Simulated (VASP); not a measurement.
Write the native input for VASP 6.6.1 that does the following.

- Task: single point
- Functional: LDA
- Potentials or basis: VASP PAW LDA potentials, release 64 (Cd)
- Cutoff: 520 eV
- k mesh: 10 × 10 × 10
- Occupations: gaussian, width 0.1 eV
- Spin: collinear spin, typed start
- Starting moments: [0.01] μB
- Dipole correction: no
- Further INCAR settings: ALGO = Normal; EDIFF = 1e-06; NBANDS = 16

The structure of Cd lies in POSCAR:

```
Cd
1.0
    1.5918850000      0.9328280000      2.4843810000
   -1.6405130000      0.9912850000      2.4941490000
    0.0263110000     -1.7857470000      2.4368180000
Cd
1
Direct
   -0.0081760000     -0.0044770000     -0.0026550000
```

This isn't the form of Cd at room conditions, which is hcp.

The cell isn't the ideal one: cell strained at random at fixed volume.

One way to write it, as run:

INCAR

```
SYSTEM = Cd
PREC = Accurate ; ENCUT = 520
EDIFF = 1E-6 ; ISMEAR = 0
SIGMA = 0.1 ; LREAL = .FALSE.
LASPH = .TRUE. ; NELM = 150
ALGO = Normal ; ISIF = 2
LWAVE = .FALSE. ; LCHARG = .FALSE.
ISPIN = 2 ; MAGMOM = 0.01
LORBIT = 11 ; GGA = CA
NBANDS = 16
```

KPOINTS

```
regular mesh
0
G
  10 10 10
  0 0 0
```

Potentials or basis: VASP PAW LDA potentials, release 64 (Cd).

Run with:

```sh
$ cat potpaw_LDA.64/Cd/POTCAR > POTCAR
$ mpirun -np 1 vasp_std > vasp.out
```

Results of the run:

The pressure is -4.5 GPa and the band gap on the k mesh is none (metal or under the smearing width). The net moment is 0.00 μB per cell and the valence electrons inside the program's atomic spheres are Cd 10.31.

It took 68 s on 1 thread of Intel(R) Xeon(R) 6975P-C (Granite Rapids), on a shared host, peak memory 0.33 GiB.
